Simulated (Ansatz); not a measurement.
**CuCl2: single point with PBEsol**

The system is CuCl2.

```
Cu Cl
1.0
     4.52065    0.00000    0.00000
     0.00000    4.52065    0.00000
     0.00000    0.00000    4.31771
Cu Cl
1 2
Cartesian
  0.0000 0.0000 0.0000
  0.0000 2.2603 0.0000
  2.2603 0.0000 0.0000
```

Measurements of this composition are mostly on another form, of space group No. 12.

```json
{
  "Program": "Ansatz 0.2.0",
  "Task": "single point",
  "Functional": "PBEsol",
  "Potentials or basis": "Ansatz PAW earlier set",
  "Cutoff": "700 eV (not typed: the program's choice for these potentials)",
  "k mesh": "6 × 6 × 6",
  "Occupations": "fermi-dirac, width 0.05 eV",
  "Spin": "no spin polarisation"
}
```

- Pressure: -1.6 GPa
- Band gap on the k mesh: none (metal or under the smearing width)

Stress tensor (GPa, compression positive):
```
-2.47  0.00  0.00
 0.00 -2.47  0.00
 0.00  0.00  0.06
```

Levels at points of the mesh, in eV from the Fermi level:
```
              k point  band 15  band 16  band 17  band 18  band 19  band 20
   (0.00, 0.00, 0.00)    -0.85    -0.72    -0.72     2.61     6.29     9.29
  (0.00, 0.00, -0.50)    -1.17    -0.69    -0.69     3.39     6.78     8.77
  (0.00, -0.50, 0.00)    -0.82    -0.52    -0.32     5.91     7.66     8.22
 (0.00, -0.50, -0.50)    -0.64    -0.54    -0.49     5.57     7.18     8.58
 (-0.50, -0.50, 0.00)    -0.30     0.18     1.81     6.61     7.72     7.82
(-0.50, -0.50, -0.50)    -0.51     0.20     1.82     4.17     7.64     8.59
```

Wall time 12 s on 2 threads of Intel(R) Xeon(R) Processor @ 2.50GHz (Skylake/Cascade Lake), with other jobs on the host, peak memory 0.52 GiB.

Caveat: this functional lacks dispersion, which binds the layers, so the pressure and a relaxed spacing across them are unreliable; an odd number of electrons without spin polarisation forces a metal; a magnetic or distorted state may lie lower; the run has no spin polarisation, though such a crystal can be magnetic; semilocal functionals often make such compounds metallic where correlation or magnetic order opens a gap, which also shifts bond lengths; the PAW data sets come from PBE, with cores solved anew for the run's functional, which leaves a small shift of forces and pressure. With open d or f shells a metallic result of PBEsol can be an artefact of self-interaction; +U or a hybrid may open a gap.
